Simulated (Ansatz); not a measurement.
Mn (bcc): energy against volume

All numbers below come from DFT, r2SCAN, plane waves (500 eV) with PAW, scalar-relativistic (Ansatz). (PAW data from PBE, frozen cores regenerated.)

The cell is scaled uniformly from the relaxed one, with fractional coordinates and shape fixed. Energies are extrapolated to zero smearing, pressures are those at the given smearing. Magnetic state: spin not included. It is not the lowest magnetic state of this structure.

A Birch-Murnaghan fit gives V₀ = 10.50 Å³/atom, B₀ = 305 GPa, B₀′ = 4.4.

Task: What are the energy above the minimum and the pressure at 9.257 Å³/atom?

Result: 176.7 meV/atom and 51.29 GPa as computed.

Task: What are the energy above the minimum and the pressure at 10.098 Å³/atom?

Result: 15.9 meV/atom and 13.55 GPa as computed.

Task: What are the energy above the minimum and the pressure at 11.360 Å³/atom?

Result: 57.9 meV/atom and -19.68 GPa as computed.
